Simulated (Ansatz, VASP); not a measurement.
## One calculation of Al2Au, two programs

```
Al Au
1.0
     0.00000    3.00000    3.00000
     3.00000    0.00000    3.00000
     3.00000    3.00000    0.00000
Al Au
2 1
Direct
  0.25000 0.25000 0.25000
  0.75000 0.81000 0.75000
  0.00000 0.00000 0.00000
```

Alike in both runs: task single point; functional PBEsol; k mesh 5 × 5 × 5; no spin polarisation.

|  | VASP | Ansatz |
| --- | --- | --- |
| version | VASP 6.6.1 | Ansatz 0.2.0 |
| potentials or method | VASP PAW PBE potentials, release 64 (Al, Au) | plane waves, PAW |
| plane-wave cutoff (eV) | 520 | 420 |
| occupations | methfessel-paxton of order 1, width 0.1 eV | cold, width 0.1 eV |
| valence electrons in the cell | 17 | 25 |

|  | VASP | Ansatz | Ansatz less VASP |
| --- | --- | --- | --- |
| rms of the force components (eV/Å) | 0.708 | 0.703 | -0.0044 |

Atom by atom the forces differ by 0.006 eV/Å (rms over components). The two sets of potentials don't hold the same shells in valence.

Caveats: the k mesh is coarse (spacing up to 0.36 Å⁻¹), so the values aren't converged; the PAW data sets were made with another functional, which shifts forces and pressure a little (VASP). The runs have no spin-orbit coupling, so splittings on Au are missing.
